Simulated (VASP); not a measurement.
# TiS2 in VASP: further runs, part 2 of 2

VASP 6.6.1.

## (4) Work function, HSE06

Input file POSCAR:

```
TiS2                                    
1.0
    3.3195261932      0.0000000000      0.0000000000
   -1.6597630966      2.8747940091      0.0000000000
    0.0000000000      0.0000000000     18.8600000000
  S               Ti            
     2     1
Direct
     0.3333330000000032    0.6666669999999968    0.4239718559359925
     0.6666669999999968    0.3333330000000032    0.5760281440640075
     0.0000000000000000    0.0000000000000000    0.5000000000000000
```

Input file INCAR.step1:

```
  ALGO = Normal
  DIPOL = 0.5 0.5 0.500
  EDIFF = 1E-5
  ENCUT = 520
  GGA = PE
  IDIPOL = 3
  ISIF = 2
  ISMEAR = 0
  KPAR = 4
  LASPH = True
  LDIPOL = True
  LREAL = False
  LWAVE = True
  NELM = 60
  PREC = Accurate
  SIGMA = 0.08
```

Input file INCAR.step2:

```
  ALGO = Normal
  DIPOL = 0.5 0.5 0.500
  EDIFF = 1E-6
  ENCUT = 520
  GGA = PE
  HFSCREEN = 0.2
  IDIPOL = 3
  ISIF = 2
  ISMEAR = 0
  ISTART = 1
  KPAR = 4
  LASPH = True
  LCHARG = True
  LDIPOL = True
  LHFCALC = True
  LREAL = False
  LVACPOTAV = True
  LVHAR = True
  LWAVE = False
  NELM = 60
  PREC = Accurate
  PRECFOCK = Fast
  SIGMA = 0.08
```

Input file KPOINTS:

```
k-points
0
Gamma
  6 6 1
```

Potentials or basis: VASP PAW PBE potentials, release 64 (S, Ti_sv).

Run with:

```console
> cat potpaw_PBE.64/S/POTCAR potpaw_PBE.64/Ti_sv/POTCAR > POTCAR
> cp INCAR.step1 INCAR
> mpirun -np 4 vasp_std > vasp.out
> cp INCAR.step2 INCAR
> mpirun -np 4 vasp_std > vasp.out
```

OUTCAR:

```text
EDIFF = 1E-6
   ENCUT = 520
   GGA = PE
   HFSCREEN = 0.2
   ISIF = 2
   ISMEAR = 0
   ISTART = 1
   LASPH = True
   LHFCALC = True
   LREAL = False
   NELM = 60
   PREC = Accurate
   PRECFOCK = Fast

 ion  position               nearest neighbor table
   1  0.333  0.667  0.424-   3 2.39   3 2.39   3 2.39
   2  0.667  0.333  0.576-   3 2.39   3 2.39   3 2.39
   3  0.000  0.000  0.500-   1 2.39   2 2.39   1 2.39   2 2.39   2 2.39   1 2.39

  LATTYP: Found a hexagonal cell.
 ALAT       =     3.3195261932
 C/A-ratio  =     5.6815337197

  Lattice vectors:

 A1 = (   3.3195261932,   0.0000000000,   0.0000000000)
 A2 = (  -1.6597630966,   2.8747940091,   0.0000000000)
 A3 = (   0.0000000000,   0.0000000000,  18.8600000000)

Analysis of symmetry for initial positions (statically):
=====================================================================
 Subroutine PRICEL returns:
 Original cell was already a primitive cell.

 Routine SETGRP: Setting up the symmetry group for a
 hexagonal supercell.

 Subroutine GETGRP returns: Found 12 space group operations
 (whereof 12 operations were pure point group operations)
 out of a pool of 24 trial point group operations.

The static configuration has the point symmetry D_3d.

Analysis of symmetry for dynamics (positions and initial velocities):
=====================================================================
 Subroutine PRICEL returns:
 Original cell was already a primitive cell.

 Routine SETGRP: Setting up the symmetry group for a
 hexagonal supercell.

 Subroutine GETGRP returns: Found 12 space group operations
 (whereof 12 operations were pure point group operations)
 out of a pool of 24 trial point group operations.

The dynamic configuration has the point symmetry D_3d.

 Subroutine INISYM returns: Found 12 space group operations
 (whereof 12 operations are pure point group operations),
 and found     1 'primitive' translations

----------------------------------------------------------------------------------------

                                     Primitive cell

  volume of cell :     179.9801

  direct lattice vectors                    reciprocal lattice vectors
     3.319526193  0.000000000  0.000000000     0.301247811  0.173925505  0.000000000
    -1.659763097  2.874794009  0.000000000     0.000000000  0.347851010  0.000000000
     0.000000000  0.000000000 18.860000000     0.000000000  0.000000000  0.053022269

  length of vectors
     3.319526193  3.319526191 18.860000000     0.347851010  0.347851010  0.053022269

  position of ions in fractional coordinates (direct lattice)
     0.333333000  0.666667000  0.423971856
     0.666667000  0.333333000  0.576028144
     0.000000000  0.000000000  0.500000000

  ion indices of the primitive-cell ions
   primitive index   ion index
                 1           1
                 2           2
[... 32 lines left out ...]
  0.333333 -0.000000  0.000000      6.000000
  0.500000 -0.000000  0.000000      3.000000
  0.166667  0.166667  0.000000      6.000000
  0.333333  0.166667  0.000000     12.000000
  0.333333  0.333333  0.000000      2.000000
   k-points           NKPTS =      7   k-points in BZ     NKDIM =     36   number of bands    NBANDS=     16
   number of dos      NEDOS =    301   number of ions     NIONS =      3
   total plane-waves  NPLWV = 109760
   dimension x,y,z NGX =    28 NGY =   28 NGZ =  140
   dimension x,y,z NGXF=    56 NGYF=   56 NGZF=  280
   ions per type =               2   1
   NGX,Y,Z   is equivalent  to a cutoff of  14.02, 14.02, 12.34 a.u.
   NGXF,Y,Z  is equivalent  to a cutoff of  28.05, 28.05, 24.68 a.u.
 SYSTEM =  unknown system
   PREC   = accura    normal or accurate (medium, high low for compatibility)
   ISTART =      1    job   : 0-new  1-cont  2-samecut
   ICHARG =      0    charge: 1-file 2-atom 10-const
   ISPIN  =      1    spin polarized calculation?
   LNONCOLLINEAR =      F non collinear calculations
   LSORBIT =      F    spin-orbit coupling
   LASPH  =      T    aspherical Exc in radial PAW
   ENCUT  =  520.0 eV  38.22 Ry    6.18 a.u.   6.17  6.17 35.07*2*pi/ulx,y,z
   NELM   =     60;   NELMIN=  2; NELMDL=  0     # of ELM steps
   EDIFF  = 0.1E-05   stopping-criterion for ELM
   LREAL  =      F    real-space projection
   EDIFFG = 0.1E-04   stopping-criterion for IOM
   NSW    =      0    number of steps for IOM
   IBRION =     -1    ionic relax: 0-MD 1-quasi-New 2-CG
   NFREE  =      0    steps in history (QN), initial steepest desc. (CG)
   ISIF   =      2    stress and relaxation
   ISYM   =      3    0-nonsym 1-usesym 2-fastsym
   POTIM  = 0.5000    time-step for ionic-motion
   TEBEG  =    0.0;   TEEND  =   0.0 temperature during run
   PSTRESS=    0.0 pullay stress
   NELECT =      24.0000    total number of electrons
   NUPDOWN=      -1.0000    fix difference up-down
   EMIN   =  10.00;   EMAX   =-10.00  energy-range for DOS
   EFERMI =   0.00;   METHOD = LEGACY
   ISMEAR =     0;   SIGMA  =   0.08  broadening in eV -4-tet -1-fermi 0-gaus
   EFERMI_NEDOS =   21; number of points for ismear=-14 and -15
   IALGO  =     38    algorithm
   IMIX   =      1    mixing-type and parameters
     AMIX     =   0.40;   BMIX     =  1.00
     AMIX_MAG =   1.60;   BMIX_MAG =  1.00
  volume/ion in A,a.u.               =      59.99       404.86
  Fermi-wavevector in a.u.,A,eV,Ry     =   0.836380  1.580529  9.517708  0.699532
  Thomas-Fermi vector in A             =   1.950095
   LORBIT       =      0    0 simple, 1 ext, 2 COOP (PROOUT), +10 PAW based schemes
   GGA     = PE    functional components
   LHFCALC =     T    Hartree Fock is set to
   PRECFOCK=fast      Normal, Fast or Accurate (Low or Medium for compatibility)
   ENCUT4O =  -1.0   cutoff for four orbital integrals eV
   NKREDX  =     1    reduce k-point grid by
   NKREDY  =     1    reduce k-point grid by
   NKREDZ  =     1    reduce k-point grid by
   AEXX    =    0.2500 exact exchange contribution
   HFSCREEN=    0.2000 screening length (either q_TF or 0.3 A-1)
   HFSCREENC=   0.2000 screening length for correlation (either q_TF or 0.3 A-1)
   ENCUTFOCK=  -1.0 apply spherical cutoff to Coloumb kernel
   IVDW    =     0    specifies the selected vdW correction
   LEPSILON=     F    determine dielectric tensor
   LRPA    =     F    only Hartree local field effects (RPA)
 non-spin polarized calculation
 Gauss-broadening in eV      SIGMA  =   0.08
  energy-cutoff  :      520.00
  volume of cell :      179.98
 maximum number of plane-waves:      4871
 NGX is ok and might be reduce to    28
  NGX = 14; NGY = 14; NGZ = 80

 number of electron      24.0000004 magnetization

 dipolmoment           0.000000      0.000000     -0.000000 electrons x Angstroem

 Free energy of the ion-electron system (eV)
  ---------------------------------------------------
  ext. energy  EPLUGINS =         0.00000000
  ---------------------------------------------------
  free energy    TOTEN  =       -24.25671261 eV

  energy without entropy =      -24.25670381  energy(sigma->0) =      -24.25670821

 E-fermi :  -2.1517     XC(G=0):  -3.0217

 val. band max:       -2.3533825368   @ k =   0.0000   0.0000   0.0000
 cond. band min:      -1.9439994659   @ k =   0.5000  -0.0000   0.0000
 fundamental gap:      0.4093830710
 Fermi energy:        -2.1516610730

 k-point     1 :       0.0000    0.0000    0.0000
  band No.  band energies     occupation
      1     -65.0406      2.00000
      2     -39.6341      2.00000
      3     -39.5463      2.00000
      4     -39.5462      2.00000
      5     -17.9591      2.00000
      6     -16.5466      2.00000
[... 110 lines left out ...]
      3     -39.6808      2.00000
      4     -39.5937      2.00000
      5     -15.8251      2.00000
      6     -15.8251      2.00000
[... 8 lines left out ...]
     15       0.1651      0.00000
     16       1.6163      0.00000

------------------------ aborting loop because EDIFF is reached ----------------------------------------

  FORCE on cell =-STRESS in cart. coord.  units (eV):
  Direction    XX          YY          ZZ          XY          YZ          ZX
  --------------------------------------------------------------------------------------
  -------------------------------------------------------------------------------------
  Total        1.9275063      1.9275063     -0.2173128      0.0000000      0.0000000      0.0000000
  in kB       17.1586012     17.1586011     -1.9345117      0.0000000      0.0000000      0.0000000
  external PRESSURE =      10.7942302 kB  Pullay stress =       0.0000000 kB

 VOLUME and BASIS-vectors are now :
 -----------------------------------------------------------------------------
  energy-cutoff  :      520.00
  volume of cell :      179.98
      direct lattice vectors                 reciprocal lattice vectors
     3.319526193  0.000000000  0.000000000     0.301247811  0.173925505  0.000000000
    -1.659763097  2.874794009  0.000000000     0.000000000  0.347851010  0.000000000
     0.000000000  0.000000000 18.860000000     0.000000000  0.000000000  0.053022269

 POSITION                                       TOTAL-FORCE (eV/Angst)
 -----------------------------------------------------------------------------------
     -0.00000      1.91653      7.99611         0.000000     -0.000000      0.060325
      1.65976      0.95826     10.86389        -0.000000      0.000000     -0.060325
      0.00000      0.00000      9.43000        -0.000000      0.000000     -0.000000
 -----------------------------------------------------------------------------------
    total drift:                               -0.000000     -0.000000     -0.000000

  FREE ENERGIE OF THE ION-ELECTRON SYSTEM (eV)
  ---------------------------------------------------
  free  energy   TOTEN  =       -24.2567126134 eV

  energy  without entropy=      -24.2567038124  energy(sigma->0) =      -24.25670821

 vacuum level on the upper side and lower side of the slab         3.558         3.558
```

It took 1.9 min on 4 MPI ranks of Intel Xeon 6975P-C (Granite Rapids), shared host; peak memory 0.4 GiB.

What came out:

| Item | Value |
| --- | --- |
| Free energy | -24.2567 eV |
| Largest force | 0.060 eV/Å |
| Band gap on the k mesh | 0.41 eV, indirect (least direct gap 1.03 eV) |
| Ionisation potential of the upper face | 5.91 eV |

Forces in eV/Å, atoms in the order of the input:
```
S    0.000  0.000  0.060
S    0.000  0.000 -0.060
Ti   0.000  0.000  0.000
```

Caveat: the PAW data sets were made with another functional, which shifts forces and pressure a little.

## (5) Work function, PBE0

POSCAR is that of step 4.

INCAR.step1 is that of step 4.

INCAR.step2, as its differences from that of step 4:

```diff
@@ -1 +1,2 @@
+  AEXX = 0.25
   ALGO = Normal
@@ -5,3 +6,2 @@
   GGA = PE
-  HFSCREEN = 0.2
   IDIPOL = 3
```

KPOINTS is that of step 4.

Potentials or basis: VASP PAW PBE potentials, release 64 (S, Ti_sv).

Run with:

```console
> cat potpaw_PBE.64/S/POTCAR potpaw_PBE.64/Ti_sv/POTCAR > POTCAR
> cp INCAR.step1 INCAR
> mpirun -np 4 vasp_std > vasp.out
> cp INCAR.step2 INCAR
> mpirun -np 4 vasp_std > vasp.out
```

OUTCAR:

```text
AEXX = 0.25
   EDIFF = 1E-6
   ENCUT = 520
   GGA = PE
   ISIF = 2
   ISMEAR = 0
   ISTART = 1
   LASPH = True
   LHFCALC = True
   LREAL = False
   NELM = 60
   PREC = Accurate
   PRECFOCK = Fast

 ion  position               nearest neighbor table
   1  0.333  0.667  0.424-   3 2.39   3 2.39   3 2.39
   2  0.667  0.333  0.576-   3 2.39   3 2.39   3 2.39
   3  0.000  0.000  0.500-   1 2.39   2 2.39   1 2.39   2 2.39   2 2.39   1 2.39

  LATTYP: Found a hexagonal cell.
 ALAT       =     3.3195261932
 C/A-ratio  =     5.6815337197

  Lattice vectors:

 A1 = (   3.3195261932,   0.0000000000,   0.0000000000)
 A2 = (  -1.6597630966,   2.8747940091,   0.0000000000)
 A3 = (   0.0000000000,   0.0000000000,  18.8600000000)

Analysis of symmetry for initial positions (statically):
=====================================================================
 Subroutine PRICEL returns:
 Original cell was already a primitive cell.

 Routine SETGRP: Setting up the symmetry group for a
 hexagonal supercell.

 Subroutine GETGRP returns: Found 12 space group operations
 (whereof 12 operations were pure point group operations)
 out of a pool of 24 trial point group operations.

The static configuration has the point symmetry D_3d.

Analysis of symmetry for dynamics (positions and initial velocities):
=====================================================================
 Subroutine PRICEL returns:
 Original cell was already a primitive cell.

 Routine SETGRP: Setting up the symmetry group for a
 hexagonal supercell.

 Subroutine GETGRP returns: Found 12 space group operations
 (whereof 12 operations were pure point group operations)
 out of a pool of 24 trial point group operations.

The dynamic configuration has the point symmetry D_3d.
[... 110 lines left out ...]
   PRECFOCK=fast      Normal, Fast or Accurate (Low or Medium for compatibility)
   ENCUT4O =  -1.0   cutoff for four orbital integrals eV
   NKREDX  =     1    reduce k-point grid by
   NKREDY  =     1    reduce k-point grid by
   NKREDZ  =     1    reduce k-point grid by
   AEXX    =    0.2500 exact exchange contribution
   HFSCREEN=    0.0000 screening length (either q_TF or 0.3 A-1)
   HFSCREENC=   0.0000 screening length for correlation (either q_TF or 0.3 A-1)
   ENCUTFOCK=  -1.0 apply spherical cutoff to Coloumb kernel
   IVDW    =     0    specifies the selected vdW correction
   LEPSILON=     F    determine dielectric tensor
   LRPA    =     F    only Hartree local field effects (RPA)
 non-spin polarized calculation
 Gauss-broadening in eV      SIGMA  =   0.08
  energy-cutoff  :      520.00
  volume of cell :      179.98
 maximum number of plane-waves:      4871
 NGX is ok and might be reduce to    28
  NGX = 14; NGY = 14; NGZ = 80

 number of electron      24.0000004 magnetization

 dipolmoment           0.000000      0.000000     -0.000000 electrons x Angstroem

 Free energy of the ion-electron system (eV)
  ---------------------------------------------------
  ext. energy  EPLUGINS =         0.00000000
  ---------------------------------------------------
  free energy    TOTEN  =       -26.29138133 eV

  energy without entropy =      -26.29138133  energy(sigma->0) =      -26.29138133

 E-fermi :  -2.3047     XC(G=0):  -2.8294

 val. band max:       -2.6787885412   @ k =   0.0000   0.0000   0.0000
 cond. band min:      -1.6067537191   @ k =   0.5000  -0.0000   0.0000
 fundamental gap:      1.0720348221
 Fermi energy:        -2.3047081104

 k-point     1 :       0.0000    0.0000    0.0000
  band No.  band energies     occupation
      1     -65.4830      2.00000
      2     -40.0663      2.00000
      3     -39.9786      2.00000
      4     -39.9786      2.00000
      5     -18.3751      2.00000
      6     -16.9578      2.00000
[... 110 lines left out ...]
      3     -40.1129      2.00000
      4     -40.0266      2.00000
      5     -16.2355      2.00000
      6     -16.2355      2.00000
[... 8 lines left out ...]
     15       0.5318      0.00000
     16       1.9759      0.00000

------------------------ aborting loop because EDIFF is reached ----------------------------------------

  FORCE on cell =-STRESS in cart. coord.  units (eV):
  Direction    XX          YY          ZZ          XY          YZ          ZX
  --------------------------------------------------------------------------------------
  -------------------------------------------------------------------------------------
  Total        1.8840738      1.8840738     -0.2670037     -0.0000000      0.0000000      0.0000000
  in kB       16.7719658     16.7719657     -2.3768582     -0.0000000      0.0000000      0.0000000
  external PRESSURE =      10.3890244 kB  Pullay stress =       0.0000000 kB

 VOLUME and BASIS-vectors are now :
 -----------------------------------------------------------------------------
  energy-cutoff  :      520.00
  volume of cell :      179.98
      direct lattice vectors                 reciprocal lattice vectors
     3.319526193  0.000000000  0.000000000     0.301247811  0.173925505  0.000000000
    -1.659763097  2.874794009  0.000000000     0.000000000  0.347851010  0.000000000
     0.000000000  0.000000000 18.860000000     0.000000000  0.000000000  0.053022269

 POSITION                                       TOTAL-FORCE (eV/Angst)
 -----------------------------------------------------------------------------------
     -0.00000      1.91653      7.99611         0.000000      0.000000      0.067357
      1.65976      0.95826     10.86389        -0.000000      0.000000     -0.067357
      0.00000      0.00000      9.43000        -0.000000      0.000000      0.000000
 -----------------------------------------------------------------------------------
    total drift:                               -0.000000     -0.000000     -0.000000

  FREE ENERGIE OF THE ION-ELECTRON SYSTEM (eV)
  ---------------------------------------------------
  free  energy   TOTEN  =       -26.2913813277 eV

  energy  without entropy=      -26.2913813277  energy(sigma->0) =      -26.29138133

 vacuum level on the upper side and lower side of the slab         3.558         3.558
```

OUTCAR.step1:

```text
EDIFF = 1E-5
   ENCUT = 520
   GGA = PE
   ISIF = 2
   ISMEAR = 0
   LASPH = True
   LREAL = False
   NELM = 60
[... 343 lines left out ...]
      1.65976      0.95826     10.86389        -0.000000      0.000000      0.416874
      0.00000      0.00000      9.43000         0.000000      0.000000      0.000000
 -----------------------------------------------------------------------------------
    total drift:                                0.000000     -0.000000      0.000000

  FREE ENERGIE OF THE ION-ELECTRON SYSTEM (eV)
  ---------------------------------------------------
  free  energy   TOTEN  =       -19.8844034454 eV

  energy  without entropy=      -19.8807924979  energy(sigma->0) =      -19.88259797

 vacuum level on the upper side and lower side of the slab         3.319         3.319
```

Wall time 90 s (4 MPI ranks of Intel Xeon 6975P-C (Granite Rapids), shared host); peak memory 0.33 GiB.

What came out:

```
Free energy                            : -26.2914 eV
Largest force                          : 0.067 eV/Å
Band gap on the k mesh                 : 1.07 eV, indirect (least direct gap 1.68 eV)
Ionisation potential of the upper face : 6.24 eV
```

Forces on the atoms (eV/Å):
```
S    0.000  0.000  0.067
S    0.000  0.000 -0.067
Ti   0.000  0.000  0.000
```

Caveat: the PAW data sets were made with another functional, which shifts forces and pressure a little.

## (6) The runs side by side

| level | spin | k mesh | grid for exact exchange (PRECFOCK) | screening parameter | exchange at q = 0 | gap on the mesh (eV) | largest force (eV/Å) | work function (eV) |
| --- | --- | --- | --- | --- | --- | --- | --- | --- |
| PBEsol | off | 12 × 12 × 1 | - | - | - | none | 0.04 | 5.76 |
| PBEsol | non-collinear, zero start, SOC | 12 × 12 × 1 | - | - | - | - | 0.04 | 5.76 |
| HSE06 | off | 6 × 6 × 1 | Fast | 0.2 1/A | - | 0.41 | 0.06 | - |
| PBE0 | off | 6 × 6 × 1 | Fast | - | default | 1.07 | 0.07 | - |

Alike in all rows: task work function; potentials or basis VASP PAW PBE potentials, release 64 (S, Ti_sv); cell as given; cutoff (eV) 520; smearing gaussian 0.08 eV.

On the cell as given the gap runs from zero (PBEsol) to 1.07 eV (PBE0); the meshes differ, which moves gaps too.

Caveats: the PAW data sets were made with another functional, which shifts forces and pressure a little.

Absolute energies hang on the potentials; compare differences alone.
